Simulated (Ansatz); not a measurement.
A generator proposed this cell of GaAs.

```yaml
crystal:
  lattice:
    - [6.65405, 0.00000, 0.00000]
    - [0.00000, 6.65405, 0.00000]
    - [0.00000, 0.00000, 3.93000]
  atoms:
    - { symbol: Ga, position: [0.68236, 0.68236, 0.00000] }
    - { symbol: Ga, position: [0.81764, 0.18236, 0.50000] }
    - { symbol: Ga, position: [0.31764, 0.31764, 0.00000] }
    - { symbol: Ga, position: [0.18236, 0.81764, 0.50000] }
    - { symbol: As, position: [0.81764, 0.81764, 0.50000] }
    - { symbol: As, position: [0.68236, 0.31764, 0.00000] }
    - { symbol: As, position: [0.18236, 0.18236, 0.50000] }
    - { symbol: As, position: [0.31764, 0.68236, 0.00000] }
```

These are results of DFT PBE, scalar-relativistic, plane waves, PAW (Ansatz 0.2.0), not measurements. Settings: cutoff 420 eV, Γ-centred mesh 4×4×4 on the computed 8-atom cell, Gaussian smearing of 0.10 eV; no spin polarisation.

Energies over the elements count from the elements' standard structures at the same level, with no fitted energy shifts.

**Question.** Estimate its pressure, forces and energy as it stands.

**Answer.** The pressure is 10.9 GPa (the mean over three directions, positive in compression), the largest force is 0.51 eV/Å, and the energy is −0.16 eV/atom against the elements. The shortest distance is 2.34 Å.

**Question.** Is it a good guess?

**Answer.** A fair one: relaxing gains about 0.12 eV/atom in 9 ionic steps and ends at −0.282 eV/atom on the finer mesh. The symmetry stays P4_2/mnm (No. 136). The volume per atom grows by 15.2 %, from 21.8 to 25.1 Å³. The shortest distance goes from 2.34 Å (Ga–As) to 2.47 Å (Ga–As). Conventional cell: a = 7.025 Å, c = 4.061 Å. Around Ga lie 4 As at 2.47–2.51 Å; around As lie 4 Ga at 2.47–2.51 Å.

The last run used a 6×6×10 mesh (in the run's order of axes) for its 8-atom cell and Gaussian smearing of 0.01 eV. The reference form of As is held partly by dispersion forces, which this level lacks. The relaxation can't lower the symmetry of the start, and the grade says only how near the guess is to its own end. Symmetry constrained the relaxation, so the result can be a saddle point.
